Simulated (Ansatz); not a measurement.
Wanted: the native input for an Ansatz 0.2.0 run.

```yaml
Task: single point
Functional: PBE
Potentials_or_basis: all-electron LAPW, scalar-relativistic
Cutoff: 277 eV (chosen from the basis error)
Basis_error_allowed: 0.003 eV/atom
k_mesh: 5 × 5 × 5
Occupations: fermi-dirac, width 0.02 eV
Spin: no spin polarisation
```

The system is Ge.

```xyz
2
Lattice="0.0000 2.8289 2.8289 2.8289 0.0000 2.8289 2.8289 2.8289 0.0000" Properties=species:S:1:pos:R:3 pbc="T T T"
Ge    4.2434    4.2434    4.2434
Ge    2.8289    2.8289    2.8289
```

One way to write it, as run:

input.yaml

```yaml
crystal:
  lattice:
    - [0.0, 2.82891, 2.82891]
    - [2.82891, 0.0, 2.82891]
    - [2.82891, 2.82891, 0.0]
  atoms:
    - { symbol: Ge, position: [0.75, 0.75, 0.75] }
    - { symbol: Ge, position: [0.5, 0.5, 0.5] }
kpoints:
  mp_grid: { grid: [5, 5, 5] }
scf:
  occupations: { method: fermi_dirac, width: 0.02 }
hamiltonian:
  xc: pbe
  pseudopotentials: { kind: all_electron, lapw: { basis_error: 0.003 } }
output:
  forces: true
  stress: true
  eigenvalues: true
```

Potentials or basis: all-electron LAPW, scalar-relativistic.

Launch:

```sh
$ ansatz run input.yaml --threads 1 --pin off --max-ram 2560MiB --backend cpu --events-out ev --progress --plain --runs-dir out
```

Results of the run:

```yaml
Pressure: 3.7 GPa
Band_gap_on_the_k_mesh: 0.04 eV, direct
```

Caveat: an odd mesh through Γ misses points on the zone boundary, where band edges often lie.

Run time: 2.2 s on 1 thread of Intel(R) Xeon(R) Platinum 8375C CPU @ 2.90GHz (Ice Lake), with other jobs on the host, peak memory 0.28 GiB.
